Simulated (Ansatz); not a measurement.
## A series in volume per atom on BAs

Density functional stress and forces at fixed atoms, pressure and stress positive in compression, spin-unpolarised plane waves. The results are calculated, by Ansatz 0.2.0.

Cell of the first row (space group F-43m, No. 216):
```
BAs
1.0
      0.0000     2.2962     2.2962
      2.2962     0.0000     2.2962
      2.2962     2.2962     0.0000
B As
1 1
Direct
  0.00000 0.00000 0.00000
  0.25000 0.25000 0.25000
```

Settings of every row: periodic directions 3; functional r2SCAN; spin orbit yes; potentials PAW; wave cutoff 500 eV; k mesh 10x10x10; smearing width 0.02 eV.

| row | volume per atom (Å³) | pressure (GPa) |
| --- | --- | --- |
| 1 | 12.107 | ? |
| 2 | 12.489 | 15.48 |
| 3 | 12.879 | 9.66 |
| 4 | 13.278 | 4.52 |
| 5 | 13.684 | 0 |
| 6 | 14.099 | -3.96 |
| 7 | 14.522 | -7.41 |
| 8 | 14.953 | -10.41 |
| 9 | 15.393 | -13 |

Question: what pressure should row 1 give?

Worked fit of pressure. Take u = (V_r/V)^(2/3) − 1 with V_r = 13.892 Å³ an atom, which is twice the finite (Eulerian) strain; such expansions in the strain, on which the Birch-Murnaghan equation of state is built, carry the rest volume and the bulk modulus. The shown rows have u = 0.07356, 0.05177, 0.0306, 0.01011, -0.00981, -0.02913, -0.04788, -0.06611. Least squares give pressure = −2.059 + 198.72 × u + 520.3 × u² + 267 × u³ GPa; a parabola predicts inner rows, each left out in turn, worse (root mean square 0.023 against 0.0038 GPa). All shown rows lie on it to the printed digit. The pressure vanishes at u = 0.0101, or V = 13.68 Å³ an atom, and there the bulk modulus with atoms relaxed is B = −V dP/dV = (2/3)(1 + u) dP/du = 141 GPa. The withheld row has u = 0.09602, so the fit gives −2.059 + 198.72 × (0.09602) + 520.3 × (0.09602)² + 267 × (0.09602)³ = 22.06 GPa.

The calculation gave 22.07 GPa. The fit lies 0.01 GPa (0.029 % of the column's range) below it, one unit of the last digit. This row lies beyond the range of the fit.
